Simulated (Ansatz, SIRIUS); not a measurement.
## One calculation of Tl, 4 ways

```
CELL_PARAMETERS angstrom
3.45600 0.00000 0.00000
-1.72800 2.99298 0.00000
0.00000 0.00000 5.52500
ATOMIC_POSITIONS crystal
Tl 0.66667 0.33333 0.75000
Tl 0.33333 0.66667 0.25000
```

Alike in all runs: task band structure; functional PBE; k mesh 9 × 9 × 5; occupations fermi-dirac, width 0.05 eV; no spin polarisation; no spin-orbit coupling.

| program and potentials | plane-wave cutoff (eV) | notes | band gap (eV) |
| --- | --- | --- | --- |
| SIRIUS, all-electron FP-LAPW, apw+lo standard | - | - | no gap |
| SIRIUS, all-electron FP-LAPW (Koelling-Harmon valence), apw+lo standard | - | - | no gap |
| SIRIUS, all-electron FP-LAPW (ZORA valence), apw+lo standard | - | - | no gap |
| Ansatz, all-electron LAPW, scalar-relativistic | - | - | no gap |

None finds a gap.

The functional is the same throughout but for its coding, so the spread measures potentials, basis and numerics; runs on potential files found faulty are left out.
